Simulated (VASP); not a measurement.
Set up this calculation in VASP 6.6.1, as the native input.

```yaml
Task: single point
Functional: r2SCAN
Potentials_or_basis: VASP PAW PBE potentials, release 64 (Al, N)
Cutoff: 520 eV
k_mesh: 9 × 9 × 6
Occupations: gaussian, width 0.02 eV
Spin: no spin polarisation
Dipole_correction: no
Further_INCAR_settings: ALGO = Normal; EDIFF = 1e-06; NBANDS = 16
```

Crystal: AlN.

```
Al N
1.0
     3.29276    0.00000    0.00000
    -1.64638    2.85161    0.00000
     0.00000    0.00000    4.13363
Al N
2 2
Direct
  0.33333 0.66667 0.75000
  0.66667 0.33333 0.25000
  0.33333 0.66667 0.25000
  0.66667 0.33333 0.75000
```

Measurements of this composition are mostly on another form, of space group No. 186.

The input as run:

POSCAR

```
AlN
1.0
    3.2927564159      0.0000000000      0.0000000000
   -1.6463782080      2.8516107047      0.0000000000
    0.0000000000      0.0000000000      4.1336349845
Al N
2 2
Direct
    0.3333333333      0.6666666667      0.7500000000
    0.6666666667      0.3333333333      0.2500000000
    0.3333333333      0.6666666667      0.2500000000
    0.6666666667      0.3333333333      0.7500000000
```

INCAR.step1

```
PREC = Accurate ; ENCUT = 520
ISMEAR = 0 ; SIGMA = 0.02
LREAL = F ; LASPH = T
NELM = 100 ; NBANDS = 16
GGA = PE ; ALGO = Normal
EDIFF = 1E-4 ; LWAVE = T
LCHARG = F
```

INCAR.step2

```
PREC = Accurate ; ENCUT = 520
EDIFF = 1E-6 ; ISMEAR = 0
SIGMA = 0.02 ; LREAL = F
LASPH = T ; NELM = 100
ALGO = Normal ; ISIF = 2
LWAVE = F ; LCHARG = F
METAGGA = R2SCAN ; LMIXTAU = T
NBANDS = 16 ; ISTART = 1
```

KPOINTS

```
Automatic mesh
0
Gamma
  9 9 6
```

Potentials or basis: VASP PAW PBE potentials, release 64 (Al, N).

Command:

```console
$ cat potpaw_PBE.64/Al/POTCAR potpaw_PBE.64/N/POTCAR > POTCAR
$ cp INCAR.step1 INCAR
$ mpirun -np 1 vasp_std > vasp.out
$ cp INCAR.step2 INCAR
$ mpirun -np 1 vasp_std > vasp.out
```

It gave:

```json
{
 "Pressure": "-0.5 GPa",
 "Band gap on the k mesh": "4.07 eV, direct"
}
```

Caveat: the PAW data sets were made with another functional, which shifts forces and pressure a little.

Run time: 49 s on 1 thread of AMD EPYC 9R45 (Zen 5), with other jobs on the host, peak memory 0.13 GiB.
